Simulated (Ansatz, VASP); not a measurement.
## Two plane-wave programs on Cd

```xyz
1
Lattice="-1.7843 1.7843 1.7843 1.7843 -1.7843 1.7843 1.7843 1.7843 -1.7843" Properties=species:S:1:pos:R:3 pbc="T T T"
Cd    0.0000    0.0000    0.0000
```

This isn't the form of Cd at room conditions, which is hcp.

Alike in both runs: task relaxation of cell and atoms; functional PBE; k mesh 7 × 7 × 7; occupations fermi-dirac, width 0.05 eV; spin-orbit coupling, no magnetisation.

```csv
,VASP,Ansatz
version,VASP 6.6.1,Ansatz 0.2.0
potentials or method,"VASP PAW PBE potentials, release 64 (Cd)",Ansatz PAW
plane-wave cutoff (eV),600,420
valence electrons in the cell,12,20
```

Ansatz gave:

| Quantity | Value |
| --- | --- |
| gap on the k mesh at the Fermi level, each at its own relaxed structure (eV) | none |
| relaxed volume (Å³/atom) | 23.27 |
| relaxed cell length with the largest relative difference (Å) | 3.115 |
| energy change over the relaxation (meV/atom) | -1 |

Q: Estimate VASP's values.

A: gap on the k mesh at the Fermi level, each at its own relaxed structure (eV): none; relaxed volume (Å³/atom): 23.52; relaxed cell length with the largest relative difference (Å): 3.126; energy change over the relaxation (meV/atom): -2.

A gap of «none» marks a metal or a gap that the smearing closes. The two sets of potentials don't hold the same shells in valence.

Caveats: the plane-wave basis is chosen anew once the cell has moved, so the energies of steps on either side of that aren't comparable (Ansatz).
